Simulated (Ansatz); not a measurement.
Al2GaP3 (zincblende [001] superlattice), computed twice by G0W0.

The cell holds 12 atoms: 2 Ga, 6 P and 4 Al. Its edges and angles: a = 3.863 Å, b = 3.863 Å, c = 16.360 Å, α = 90.0°, β = 90.0°, γ = 90.0°. It derives from GaP. Regions: GaP, 4 atoms (2 Ga and 2 P); AlP, 8 atoms (4 Al and 4 P). The structure's axis is c.

```xyz
12
Lattice="3.8634 0.0000 0.0000 0.0000 3.8634 0.0000 0.0000 0.0000 16.3597" Properties=species:S:1:pos:R:3 pbc="T T T"
Ga    0.0000    0.0000    0.6916
P     1.9317    0.0000    2.0447
Ga    1.9317    1.9317    3.3978
P     0.0000    1.9317    4.7563
Al    0.0000    0.0000    6.1196
P     1.9317    0.0000    7.4872
Al    1.9317    1.9317    8.8558
P     0.0000    1.9317   10.2245
Al    0.0000    0.0000   11.5932
P     1.9317    0.0000   12.9618
Al    1.9317    1.9317   14.3294
P     0.0000    1.9317   15.6927
```

The structure was relaxed with PBEsol. The runs that relaxed it are not among those shown.

The first (Ansatz 0.2.0; start PBEsol, 4×4×2 mesh, 1018 empty bands, screening to 150 eV, PAW set soft_1 files; 1 × NVIDIA H100 80GB HBM3 (shared by 6 runs) with 3 threads of AMD EPYC 7R13 (Zen 3), shared host) gave, on its mesh: starting gap 1.38 eV, G0W0 gap 2.16 eV, RPA ε∞ (mean) 10.03, 80 s.

Q: The second changes empty bands from 1018 to 257 and screening cutoff (eV) from 150.0 to 60. What does it give?

It gave: starting gap 1.38 eV, G0W0 gap 1.92 eV, RPA ε∞ (mean) 10.08, 23 s. The G0W0 gap moves by −0.23 eV, +0.00 eV from the start and −0.23 eV from the correction.

Limits: not at the basis limit; no spin-orbit coupling; coarse k mesh.

[Paths, hosts, dates, memory and timing lines, banners, echoed tables and standing remarks are left out of the program output.]

[Logs are printed without paths, hosts, clocks, repeated set-up lines and the standing remarks that a program may print on its own settings, such as how far it seeks lower states.]

[Runs of the session that timed out or met a known fault of the program may be left out.]

[Cells called generated may have been cut or substituted from an entry of the Crystallography Open Database or the Materials Project.]

[Hosts, paths, dates, database ids (printed as entryN), source tags and the programs' standing remarks are cut or masked in the printed files.]
